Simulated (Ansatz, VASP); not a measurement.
One calculation of MgO, two programs

INCAR

```
SYSTEM = MgO
PREC = Accurate ; ENCUT = 520
EDIFF = 1E-6 ; ISMEAR = -1
SIGMA = 0.08 ; LREAL = .False.
LASPH = .True. ; NELM = 100
ALGO = Normal ; ISIF = 2
LWAVE = .False. ; LCHARG = .True.
GGA = PE ; LELF = .True.
LVHAR = .True. ; NBANDS = 11
```

KPOINTS

```
regular mesh
0
Gamma
  13 13 13
  0 0 0
```

The input POSCAR:

```
MgO
1.0
    0.0000000000      2.3211654829      2.3211654829
    2.3211654829      0.0000000000      2.3211654829
    2.3211654829      2.3211654829      0.0000000000
Mg O
1 1
Direct
    0.0000000000      0.0000000000      0.0000000000
    0.2500000000      0.2500000000      0.2500000000
```

Input for Ansatz:

```yaml
crystal:
  lattice:
    - [0.0, 2.3211654829, 2.3211654829]
    - [2.3211654829, 0.0, 2.3211654829]
    - [2.3211654829, 2.3211654829, 0.0]
  atoms:
    - { symbol: Mg, position: [0.0, 0.0, 0.0] }
    - { symbol: O, position: [0.25, 0.25, 0.25] }
kpoints:
  mp_grid: { grid: [13, 13, 13] }
scf:
  occupations: { method: fermi_dirac, width: 0.08 }
hamiltonian:
  xc: pbe
  pseudopotentials: { kind: all_electron, lapw: { basis_error: 0.0005 } }
output:
  forces: true
  stress: true
  eigenvalues: true
```

Change from the starting cell: volume scaled by 1.02.

Alike in both runs: task single point; functional PBE; k mesh 13 × 13 × 13; occupations fermi-dirac, width 0.08 eV; no spin polarisation.

|  | VASP | Ansatz |
| --- | --- | --- |
| version | VASP 6.6.1 | Ansatz 0.2.0 |
| potentials or method | VASP PAW PBE potentials, release 64 (Mg, O) | all-electron LAPW, scalar-relativistic |
| plane-wave cutoff (eV) | 520 | see its input |

|  | VASP | Ansatz | Ansatz less VASP |
| --- | --- | --- | --- |
| gap on the k mesh at the Fermi level (eV) | 3.36 | 3.37 | +0.009 |
| pressure (GPa) | -2.5 | -2.1 | +0.42 |

Ansatz ran all-electron here, so the differences hold the error of VASP's frozen core and of both bases.

Caveats: an odd mesh through Γ misses points on the zone boundary, where band edges often lie.
